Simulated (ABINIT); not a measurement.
The system is CsSnI3.

```
Cs I Sn
1.0
     6.20570    0.00000    0.00000
     0.00000    6.20570    0.00000
     0.00000    0.00000    6.20570
Cs I Sn
1 3 1
Direct
  0.00000 0.00000 0.00000
  0.50000 0.50000 0.00000
  0.50000 0.00000 0.50000
  0.00000 0.50000 0.50000
  0.50000 0.50000 0.50000
```

Base run:

| Item | Value |
| --- | --- |
| Program | ABINIT 10.8.3 (patched build) |
| Functional | WC |
| Potentials or basis | JTH PAW PBE v2.0 |
| Cutoff | 599 eV |
| k mesh | 5 × 5 × 5 |
| Occupations | fermi-dirac, width 0.05 eV |
| Spin | no spin polarisation |

Its results: pressure -0.6 GPa.

Q: The run is repeated on the same cell with these changes: functional from WC to revPBE. What comes out?

A: Pressure 1.4 GPa.

revPBE binds less tightly than WC, so the same cell stands under more pressure.

Caveats: the PAW data sets were made with another functional, which shifts forces and pressure a little; the cell was measured hot, at 500 K.
